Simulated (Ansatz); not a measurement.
# Guessed and relaxed cells of Ge

A trial structure of Ge was built thus: random cell by space group and Wyckoff sites (Cmmm, No. 65). The dimensions are guesses.

start.cif

```cif
data_structure
_symmetry_space_group_name_H-M 'Cmmm'
_symmetry_Int_Tables_number 65
_cell_length_a 5.7900
_cell_length_b 6.5329
_cell_length_c 1.7195
_cell_angle_alpha 90.000
_cell_angle_beta 90.000
_cell_angle_gamma 90.000
_cell_volume 65.04
loop_
_atom_site_label
_atom_site_type_symbol
_atom_site_symmetry_multiplicity
_atom_site_Wyckoff_symbol
_atom_site_fract_x
_atom_site_fract_y
_atom_site_fract_z
_atom_site_occupancy
Ge1 Ge 2 a 0.00000 0.00000 0.00000 1
```

Computed with DFT PBE, scalar-relativistic, plane waves, PAW in Ansatz. Cutoff 420 eV, Gaussian smearing, Γ-centred meshes. Cell and atoms relax first on a coarse mesh and then on a finer one. In between, the cell is made exact in the group found at 0.06 Å. In metals the finer mesh still leaves noise of several meV/atom or more. The steps can't lower the symmetry of their start. No spin polarisation.

end.cif

```cif
data_structure
_symmetry_space_group_name_H-M 'Pm-3m'
_symmetry_Int_Tables_number 221
_cell_length_a 2.7105
_cell_length_b 2.7105
_cell_length_c 2.7105
_cell_angle_alpha 90.000
_cell_angle_beta 90.000
_cell_angle_gamma 90.000
_cell_volume 19.91
loop_
_atom_site_label
_atom_site_type_symbol
_atom_site_symmetry_multiplicity
_atom_site_Wyckoff_symbol
_atom_site_fract_x
_atom_site_fract_y
_atom_site_fract_z
_atom_site_occupancy
Ge1 Ge 1 a 0.00000 0.00000 0.00000 1
```

The symmetry goes from Cmmm (No. 65) to Pm-3m (No. 221). The end has the simple cubic type. The volume per atom shrinks by 38.8 %, from 32.5 to 19.9 Å³. The shortest distance goes from 1.72 Å (Ge–Ge) to 2.71 Å (Ge–Ge). The energy falls by about 5.3 eV/atom (the start's value is from the coarse mesh).

```json
{"Volume per atom": "19.91 Å³", "Density": "6.06 g/cm³", "Energy over the standard state": "+0.24 eV/atom", "Gap on the 20×20×20 mesh of the 1-atom cell": "0 eV (a metal)"}
```

Energies count from the standard state of Ge at the same level. It lies above the standard state, so it could only be metastable.

The last run used Gaussian smearing of 0.10 eV. Symmetry constrained the relaxation, so the result can be a saddle point. In all, the 4 runs took 28 s on 1 thread of Intel(R) Xeon(R) 6975P-C (Granite Rapids) (shared host).
